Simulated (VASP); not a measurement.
# Al (Fm-3m) in VASP: further runs

The runs below take Al through band structure, with B3LYP, r2SCAN50.

Program: VASP 6.6.1. These are calculated values, not measurements. Logs are shortened: lines on timing, memory, paths and dates and some standing lists are left out, and cuts for length are marked.

## (1) Starting point

The structure is cubic, space group Fm-3m (No. 225). Conventional cell: a = 4.050 Å, b = 4.050 Å, c = 4.050 Å, α = 90.00°, β = 90.00°, γ = 90.00°. Around Al (site symmetry m-3m) lie 12 Al at 2.86 Å.

## (2) Band structure, B3LYP

POSCAR reads:

```
Al
1.0
    0.0000000000      2.0248050000      2.0248050000
    2.0248050000      0.0000000000      2.0248050000
    2.0248050000      2.0248050000      0.0000000000
Al
1
Direct
    0.0000000000      0.0000000000      0.0000000000
```

INCAR.step1 reads:

```
PREC = Accurate
ENCUT = 520
EDIFF = 1E-5
ISMEAR = -1
SIGMA = 0.05
LREAL = F
LASPH = T
NELM = 60
ALGO = Normal
ISIF = 2
LWAVE = T
LCHARG = F
NBANDS = 8
GGA = PE
```

INCAR.step2 reads:

```
PREC = Accurate
ENCUT = 520
EDIFF = 1E-6
ISMEAR = -1
SIGMA = 0.05
LREAL = F
LASPH = T
NELM = 60
ALGO = Normal
ISIF = 2
LWAVE = F
LCHARG = F
GGA = B3
LHFCALC = T
AEXX = 0.2
AGGAX = 0.72
AGGAC = 0.81
ALDAC = 0.19
PRECFOCK = Fast
NBANDS = 8
ISTART = 1
```

KPOINTS reads:

```
Automatic mesh
0
Gamma
  6 6 6
```

KPOINTS_OPT reads:

```
path GXWKGLUWLK,UX
8
line-mode
reciprocal
 0.0000000000  0.0000000000  0.0000000000  G
 0.5000000000  0.0000000000  0.5000000000  X

 0.5000000000  0.0000000000  0.5000000000  X
 0.5000000000  0.2500000000  0.7500000000  W

 0.5000000000  0.2500000000  0.7500000000  W
 0.3750000000  0.3750000000  0.7500000000  K

 0.3750000000  0.3750000000  0.7500000000  K
 0.0000000000  0.0000000000  0.0000000000  G

 0.0000000000  0.0000000000  0.0000000000  G
 0.5000000000  0.5000000000  0.5000000000  L

 0.5000000000  0.5000000000  0.5000000000  L
 0.6250000000  0.2500000000  0.6250000000  U

 0.6250000000  0.2500000000  0.6250000000  U
 0.5000000000  0.2500000000  0.7500000000  W

 0.5000000000  0.2500000000  0.7500000000  W
 0.5000000000  0.5000000000  0.5000000000  L

 0.5000000000  0.5000000000  0.5000000000  L
 0.3750000000  0.3750000000  0.7500000000  K

 0.6250000000  0.2500000000  0.6250000000  U
 0.5000000000  0.0000000000  0.5000000000  X
```

Potentials or basis: VASP PAW PBE potentials, release 64 (Al).

Launch:

```sh
$ cat potpaw_PBE.64/Al/POTCAR > POTCAR
$ cp INCAR.step1 INCAR
$ mpirun -np 1 vasp_std > vasp.out
$ cp INCAR.step2 INCAR
$ mpirun -np 1 vasp_std > vasp.out
```

OUTCAR:

```text
PREC = Accurate
   ENCUT = 520
   EDIFF = 1E-6
   ISMEAR = -1
   LREAL = F
   LASPH = T
   NELM = 60
   ISIF = 2
   GGA = B3
   LHFCALC = T
   AEXX = 0.2
   PRECFOCK = Fast
   ISTART = 1

 ion  position               nearest neighbor table
   1  0.000  0.000  0.000-

  LATTYP: Found a face centered cubic cell.
 ALAT       =     4.0496100000

  Lattice vectors:

 A1 = (   0.0000000000,   2.0248050000,   2.0248050000)
 A2 = (   2.0248050000,   0.0000000000,   2.0248050000)
 A3 = (   2.0248050000,   2.0248050000,   0.0000000000)

Analysis of symmetry for initial positions (statically):
=====================================================================
 Subroutine PRICEL returns:
 Original cell was already a primitive cell.

 Routine SETGRP: Setting up the symmetry group for a
 face centered cubic supercell.

 Subroutine GETGRP returns: Found 48 space group operations
 (whereof 48 operations were pure point group operations)
 out of a pool of 48 trial point group operations.

The static configuration has the point symmetry O_h .

Analysis of symmetry for dynamics (positions and initial velocities):
=====================================================================
 Subroutine PRICEL returns:
 Original cell was already a primitive cell.

 Routine SETGRP: Setting up the symmetry group for a
 face centered cubic supercell.

 Subroutine GETGRP returns: Found 48 space group operations
 (whereof 48 operations were pure point group operations)
 out of a pool of 48 trial point group operations.

The dynamic configuration has the point symmetry O_h .

 Subroutine INISYM returns: Found 48 space group operations
 (whereof 48 operations are pure point group operations),
 and found     1 'primitive' translations

----------------------------------------------------------------------------------------

                                     Primitive cell

  volume of cell :      16.6027

  direct lattice vectors                    reciprocal lattice vectors
     0.000000000  2.024805000  2.024805000    -0.246937359  0.246937359  0.246937359
     2.024805000  0.000000000  2.024805000     0.246937359 -0.246937359  0.246937359
     2.024805000  2.024805000  0.000000000     0.246937359  0.246937359 -0.246937359

  length of vectors
     2.863506692  2.863506692  2.863506692     0.427708053  0.427708053  0.427708053

  position of ions in fractional coordinates (direct lattice)
     0.000000000  0.000000000  0.000000000

  ion indices of the primitive-cell ions
   primitive index   ion index
                 1           1

----------------------------------------------------------------------------------------

 KPOINTS: Automatic mesh

Automatic generation of k-mesh.
 Grid dimensions read from file:
 generate k-points for:    6    6    6

 Generating k-lattice:

  Cartesian coordinates                     Fractional coordinates (reciprocal lattice)
    -0.041156227  0.041156227  0.041156227     0.166666667  0.000000000  0.000000000
     0.041156227 -0.041156227  0.041156227     0.000000000  0.166666667  0.000000000
     0.041156227  0.041156227 -0.041156227     0.000000000  0.000000000  0.166666667

  Length of vectors
     0.071284675  0.071284675  0.071284675

  Shift w.r.t. Gamma in fractional coordinates (k-lattice)
     0.000000000  0.000000000  0.000000000

 Subroutine IBZKPT returns following result:
 ===========================================

 Found     16 irreducible k-points:

 Following reciprocal coordinates:
            Coordinates               Weight
  0.000000  0.000000  0.000000      1.000000
  0.166667  0.000000  0.000000      8.000000
  0.333333  0.000000  0.000000      8.000000
  0.500000  0.000000  0.000000      4.000000
  0.166667  0.166667  0.000000      6.000000
  0.333333  0.166667  0.000000     24.000000
[... 8 lines left out ...]
 -0.333333  0.333333  0.166667     24.000000
 -0.333333  0.500000  0.166667     12.000000
   k-points           NKPTS =     16   k-points in BZ     NKDIM =    216   number of bands    NBANDS=      8
   number of dos      NEDOS =    301   number of ions     NIONS =      1
   total plane-waves  NPLWV =  13824
   dimension x,y,z NGX =    24 NGY =   24 NGZ =   24
   dimension x,y,z NGXF=    48 NGYF=   48 NGZF=   48
   ions per type =               1
   NGX,Y,Z   is equivalent  to a cutoff of  13.93, 13.93, 13.93 a.u.
   NGXF,Y,Z  is equivalent  to a cutoff of  27.87, 27.87, 27.87 a.u.
 SYSTEM =  unknown system
   PREC   = accura    normal or accurate (medium, high low for compatibility)
   ISTART =      1    job   : 0-new  1-cont  2-samecut
   ICHARG =      0    charge: 1-file 2-atom 10-const
   ISPIN  =      1    spin polarized calculation?
   LNONCOLLINEAR =      F non collinear calculations
   LSORBIT =      F    spin-orbit coupling
   LASPH  =      T    aspherical Exc in radial PAW
   ENCUT  =  520.0 eV  38.22 Ry    6.18 a.u.   5.32  5.32  5.32*2*pi/ulx,y,z
   NELM   =     60;   NELMIN=  2; NELMDL=  0     # of ELM steps
   EDIFF  = 0.1E-05   stopping-criterion for ELM
   LREAL  =      F    real-space projection
   EDIFFG = 0.1E-04   stopping-criterion for IOM
   NSW    =      0    number of steps for IOM
   IBRION =     -1    ionic relax: 0-MD 1-quasi-New 2-CG
   NFREE  =      0    steps in history (QN), initial steepest desc. (CG)
   ISIF   =      2    stress and relaxation
   ISYM   =      3    0-nonsym 1-usesym 2-fastsym
   POTIM  = 0.5000    time-step for ionic-motion
   TEBEG  =    0.0;   TEEND  =   0.0 temperature during run
   PSTRESS=    0.0 pullay stress
   NELECT =       3.0000    total number of electrons
   NUPDOWN=      -1.0000    fix difference up-down
   EMIN   =  10.00;   EMAX   =-10.00  energy-range for DOS
   EFERMI =   0.00;   METHOD = LEGACY
   ISMEAR =    -1;   SIGMA  =   0.05  broadening in eV -4-tet -1-fermi 0-gaus
   EFERMI_NEDOS =   21; number of points for ismear=-14 and -15
   IALGO  =     38    algorithm
   IMIX   =      1    mixing-type and parameters
     AMIX     =   0.40;   BMIX     =  1.00
     AMIX_MAG =   1.60;   BMIX_MAG =  1.00
  volume/ion in A,a.u.               =      16.60       112.04
  Fermi-wavevector in a.u.,A,eV,Ry     =   0.925526  1.748991 11.654733  0.856599
  Thomas-Fermi vector in A             =   2.051390
   LORBIT       =      0    0 simple, 1 ext, 2 COOP (PROOUT), +10 PAW based schemes
   GGA     = B3    functional components
   LHFCALC =     T    Hartree Fock is set to
   PRECFOCK=fast      Normal, Fast or Accurate (Low or Medium for compatibility)
   ENCUT4O =  -1.0   cutoff for four orbital integrals eV
   NKREDX  =     1    reduce k-point grid by
   NKREDY  =     1    reduce k-point grid by
   NKREDZ  =     1    reduce k-point grid by
   AEXX    =    0.2000 exact exchange contribution
   HFSCREEN=    0.0000 screening length (either q_TF or 0.3 A-1)
   HFSCREENC=   0.0000 screening length for correlation (either q_TF or 0.3 A-1)
   ENCUTFOCK=  -1.0 apply spherical cutoff to Coloumb kernel
   IVDW    =     0    specifies the selected vdW correction
   LEPSILON=     F    determine dielectric tensor
   LRPA    =     F    only Hartree local field effects (RPA)
 non-spin polarized calculation
  energy-cutoff  :      520.00
  volume of cell :       16.60
 maximum number of plane-waves:       459
 NGX is ok and might be reduce to    24
  NGX = 14; NGY = 14; NGZ = 14

 number of electron       3.0000000 magnetization

 Free energy of the ion-electron system (eV)
  ---------------------------------------------------
  ext. energy  EPLUGINS =         0.00000000
  ---------------------------------------------------
  free energy    TOTEN  =        -3.42057728 eV

  energy without entropy =       -3.41674722  energy(sigma->0) =       -3.41866225

 E-fermi :   8.6815     XC(G=0):  -8.1193

 val. band max:        7.3174508234   @ k =  -0.3333   0.5000   0.1667
 cond. band min:       8.6986016644   @ k =  -0.3333   0.3333   0.0000
 fundamental gap:      1.3811508410
 Fermi energy:         8.6814668351

 k-point     1 :       0.0000    0.0000    0.0000
  band No.  band energies     occupation
      1      -4.4779      2.00000
      2      21.9438      0.00000
      3      21.9438      0.00000
      4      21.9438      0.00000
      5      23.2498      0.00000
      6      23.2498      0.00000
      7      23.2498      0.00000
      8      25.8299      0.00000

 k-point     2 :       0.1667    0.0000    0.0000
  band No.  band energies     occupation
      1      -3.6558      2.00000
      2      15.6803      0.00000
      3      20.5558      0.00000
      4      20.5558      0.00000
      5      23.8503      0.00000
      6      25.2663      0.00000
      7      25.2663      0.00000
      8      26.6936      0.00000

 k-point     3 :       0.3333    0.0000    0.0000
  band No.  band energies     occupation
      1      -1.2009      2.00000
      2       8.9859      0.00453
      3      19.9398      0.00000
      4      19.9398      0.00000
      5      22.6280      0.00000
      6      22.6280      0.00000
      7      23.6234      0.00000
      8      26.7017      0.00000

 k-point     4 :       0.5000    0.0000    0.0000
  band No.  band energies     occupation
      1       2.8311      2.00000
      2       2.9302      2.00000
      3      20.4833      0.00000
      4      20.4833      0.00000
      5      20.7903      0.00000
      6      20.7903      0.00000
      7      24.4750      0.00000
      8      24.5774      0.00000

 k-point     5 :       0.1667    0.1667    0.0000
  band No.  band energies     occupation
      1      -3.3822      2.00000
      2      18.1313      0.00000
      3      18.1313      0.00000
      4      18.3786      0.00000
      5      21.3449      0.00000
      6      21.8463      0.00000
      7      28.4054      0.00000
      8      28.4054      0.00000
[... 89 lines left out ...]
 k-point    14 :       0.5000    0.3333    0.1667
  band No.  band energies     occupation
      1       0.9696      2.00000
      2      10.3483      0.00000
      3      11.9586      0.00000
      4      14.3010      0.00000
      5      22.0944      0.00000
      6      23.7023      0.00000
      7      25.7727      0.00000
      8      32.4868      0.00000

 k-point    15 :      -0.3333    0.3333    0.1667
  band No.  band energies     occupation
      1       4.9383      2.00000
      2       5.1196      2.00000
      3      11.8573      0.00000
      4      12.2867      0.00000
      5      23.2747      0.00000
      6      23.8265      0.00000
      7      28.3124      0.00000
      8      29.4702      0.00000

 k-point    16 :      -0.3333    0.5000    0.1667
  band No.  band energies     occupation
      1       5.6806      2.00000
      2       7.3175      2.00000
      3       9.3443      0.00000
      4      11.0209      0.00000
      5      21.1815      0.00000
      6      23.0104      0.00000
      7      29.4539      0.00000
      8      30.4923      0.00000

------------------------ aborting loop because EDIFF is reached ----------------------------------------

  FORCE on cell =-STRESS in cart. coord.  units (eV):
  Direction    XX          YY          ZZ          XY          YZ          ZX
  --------------------------------------------------------------------------------------
  -------------------------------------------------------------------------------------
  Total        0.1924632      0.1924632      0.1924632     -0.0000000     -0.0000000     -0.0000000
  in kB       18.5728577     18.5728577     18.5728577     -0.0000000     -0.0000000     -0.0000000
  external PRESSURE =      18.5728577 kB  Pullay stress =       0.0000000 kB

 VOLUME and BASIS-vectors are now :
 -----------------------------------------------------------------------------
  energy-cutoff  :      520.00
  volume of cell :       16.60
      direct lattice vectors                 reciprocal lattice vectors
     0.000000000  2.024805000  2.024805000    -0.246937359  0.246937359  0.246937359
     2.024805000  0.000000000  2.024805000     0.246937359 -0.246937359  0.246937359
     2.024805000  2.024805000  0.000000000     0.246937359  0.246937359 -0.246937359

 POSITION                                       TOTAL-FORCE (eV/Angst)
 -----------------------------------------------------------------------------------
      0.00000      0.00000      0.00000        -0.000000     -0.000000     -0.000000
 -----------------------------------------------------------------------------------
    total drift:                               -0.000000     -0.000000     -0.000000

  FREE ENERGIE OF THE ION-ELECTRON SYSTEM (eV)
  ---------------------------------------------------
  free  energy   TOTEN  =        -3.4205772777 eV

  energy  without entropy=       -3.4167472153  energy(sigma->0) =       -3.41866225
```

Run time: 1.8 min. Hardware: 1 thread of Intel Xeon 6975P-C (Granite Rapids), shared host; peak memory 0.15 GiB.

Results:

```
Free energy : -3.4206 eV
Pressure    : 1.9 GPa
```

Levels at the corners of the path, in eV from the Fermi level:
```tsv
point	band 1	band 2	band 3	band 4	band 5	band 6	band 7
Γ	-13.16	13.26	13.26	13.26	14.57	14.57	14.57
X	-4.05	-2.44	5.63	5.87	5.87	9.47	26.22
X	-4.05	-2.44	5.63	5.87	5.87	9.47	26.22
W	-1.31	-1.31	0.02	0.76	16.48	16.48	16.96
W	-1.31	-1.31	0.02	0.76	16.48	16.48	16.96
K	-2.69	-1.90	-0.83	6.88	8.64	16.30	22.52
K	-2.69	-1.90	-0.83	6.88	8.64	16.30	22.52
Γ	-13.16	13.26	13.26	13.26	14.57	14.57	14.57
Γ	-13.16	13.26	13.26	13.26	14.57	14.57	14.57
L	-5.85	-5.75	11.80	11.80	12.11	12.11	15.79
L	-5.85	-5.75	11.80	11.80	12.11	12.11	15.79
U	-2.69	-1.90	-0.83	6.88	8.64	16.30	22.52
U	-2.69	-1.90	-0.83	6.88	8.64	16.30	22.52
W	-1.31	-1.31	0.02	0.76	16.48	16.48	16.96
W	-1.31	-1.31	0.02	0.76	16.48	16.48	16.96
L	-5.85	-5.75	11.80	11.80	12.11	12.11	15.79
L	-5.85	-5.75	11.80	11.80	12.11	12.11	15.79
K	-2.69	-1.90	-0.83	6.88	8.64	16.30	22.52
U	-2.69	-1.90	-0.83	6.88	8.64	16.30	22.52
X	-4.05	-2.44	5.63	5.87	5.87	9.47	26.22
```

Caveat: the k mesh is coarse (spacing up to 0.45 Å⁻¹), so the values aren't converged, least of all with exact exchange; an unscreened hybrid on a path of extra k points without a Coulomb cutoff has errors near the mesh points, so the bands along the path aren't reliable; the PAW data sets were made with another functional, which shifts forces and pressure a little.

## (3) Band structure, r2SCAN50

POSCAR is that of step 2.

INCAR.step1 reads:

```
ALGO = Normal
EDIFF = 1E-5
ENCUT = 520
GGA = PE
ISIF = 2
ISMEAR = -1
LASPH = T
LCHARG = F
LREAL = F
LWAVE = T
NELM = 80
PREC = Accurate
SIGMA = 0.05
```

INCAR.step2 reads:

```
AEXX = 0.5
ALGO = Normal
EDIFF = 1E-7
ENCUT = 520
ISIF = 2
ISMEAR = -1
ISTART = 1
LASPH = T
LCHARG = F
LHFCALC = T
LMIXTAU = T
LREAL = F
LWAVE = F
METAGGA = R2SCAN
NELM = 80
PREC = Accurate
PRECFOCK = Fast
SIGMA = 0.05
```

KPOINTS reads:

```
k-points
0
Gamma
  6 6 6
```

KPOINTS_OPT: that of step 2 with these lines changed.

```diff
@@ -1,3 +1,3 @@
 path GXWKGLUWLK,UX
-8
+12
 line-mode
```

Potentials or basis: VASP PAW PBE potentials, release 64 (Al).

Launch:

```sh
$ cat potpaw_PBE.64/Al/POTCAR > POTCAR
$ cp INCAR.step1 INCAR
$ mpirun -np 1 vasp_std > vasp.out
$ cp INCAR.step2 INCAR
$ mpirun -np 1 vasp_std > vasp.out
```

Run time: 98 s. Hardware: 1 thread of Intel Xeon 6975P-C (Granite Rapids), shared host; peak memory 0.16 GiB.

It converged, with:

| Quantity | Value |
| --- | --- |
| Free energy | -6.8395 eV |
| Pressure | -2.7 GPa |

Levels at the corners of the path, in eV from the Fermi level:
| point | band 2 | band 3 | band 4 | band 5 |
| --- | --- | --- | --- | --- |
| Γ | 15.10 | 15.10 | 15.10 | 16.58 |
| X | -3.28 | 6.83 | 7.16 | 7.16 |
| X | -3.28 | 6.83 | 7.16 | 7.16 |
| W | -1.34 | -0.14 | 1.32 | 18.52 |
| W | -1.34 | -0.14 | 1.32 | 18.48 |
| K | -2.27 | -0.83 | 8.27 | 10.02 |
| K | -2.27 | -0.83 | 8.27 | 10.02 |
| Γ | 15.10 | 15.10 | 15.10 | 16.58 |
| Γ | 15.10 | 15.10 | 15.10 | 16.58 |
| L | -7.09 | 13.70 | 13.71 | 13.75 |
| L | -7.09 | 13.70 | 13.71 | 13.75 |
| U | -2.27 | -0.83 | 8.27 | 10.02 |
| U | -2.27 | -0.83 | 8.27 | 10.02 |
| W | -1.34 | -0.14 | 1.32 | 18.43 |
| W | -1.34 | -0.14 | 1.32 | 18.43 |
| L | -7.09 | 13.70 | 13.73 | 13.75 |
| L | -7.09 | 13.70 | 13.74 | 13.75 |
| K | -2.27 | -0.83 | 8.27 | 10.02 |
| U | -2.27 | -0.83 | 8.27 | 10.02 |
| X | -3.28 | 6.83 | 7.16 | 7.16 |

Caveat: the k mesh is coarse (spacing up to 0.45 Å⁻¹), so the values aren't converged, least of all with exact exchange; an unscreened hybrid on a path of extra k points without a Coulomb cutoff has errors near the mesh points, so the bands along the path aren't reliable; the PAW data sets were made with another functional, which shifts forces and pressure a little.

## (4) The reference run

An earlier run on the cell as given: functional PBE; potentials or basis VASP PAW PBE potentials, release 64 (Al); cutoff 520 eV; k mesh 11 × 11 × 11; occupations fermi-dirac, width 0.05 eV; no spin polarisation.

* Pressure: -0.5 GPa
* Band gap on the k mesh: none (metal or under the smearing width)

## (5) The runs side by side

| task | level | k mesh | grid for exact exchange (PRECFOCK) | exchange at q = 0 | mesh quality | pressure (GPa) |
| --- | --- | --- | --- | --- | --- | --- |
| band structure | B3LYP | 6 × 6 × 6 | Fast | default | coarse | 1.9 |
| band structure | r2SCAN50 | 6 × 6 × 6 | Fast | default | coarse | -2.7 |
| single point | PBE | 11 × 11 × 11 | - | - | not flagged | -0.5 |

Alike in all rows: potentials or basis VASP PAW PBE potentials, release 64 (Al); no spin polarisation; cell as given; cutoff (eV) 520; smearing fermi-dirac 0.05 eV.

Caveats: some runs use coarse meshes; an unscreened hybrid on a path of extra k points without a Coulomb cutoff has errors near the mesh points, so the bands along the path aren't reliable (some runs); the PAW data sets were made with another functional, which shifts forces and pressure a little (some runs).

Total energies depend on the potentials used, so only differences within one code and one set of settings carry meaning.
